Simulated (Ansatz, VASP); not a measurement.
# Ca: VASP beside Ansatz

```xyz
1
Lattice="0.0000 2.7844 2.7844 2.7844 0.0000 2.7844 2.7844 2.7844 0.0000" Properties=species:S:1:pos:R:3 pbc="T T T"
Ca    0.0000    0.0000    0.0000
```

Alike in both runs: functional r2SCAN; k mesh 14 × 14 × 14; occupations gaussian, width 0.1 eV; no spin polarisation.

Ansatz relaxed the structure, and its values are those at the end. VASP's run is a single point on that final structure, the one shown.

|  | VASP | Ansatz |
| --- | --- | --- |
| version | VASP 6.6.1 | Ansatz 0.2.0 |
| potentials or method | VASP PAW PBE potentials, release 64 (Ca_sv) | scalar-relativistic, plane waves, PAW |
| plane-wave cutoff (eV) | 520 | 500 |
| valence electrons in the cell | 10 | 10 |

```csv
,VASP,Ansatz,Ansatz less VASP
gap on the k mesh at the Fermi level (eV),none,none,-
pressure (GPa),0.0,0.0,-0.05
```

A gap of «none» marks a metal or a gap that the smearing closes.

Caveats: the PAW data sets were made with another functional, which shifts forces and pressure a little (VASP).
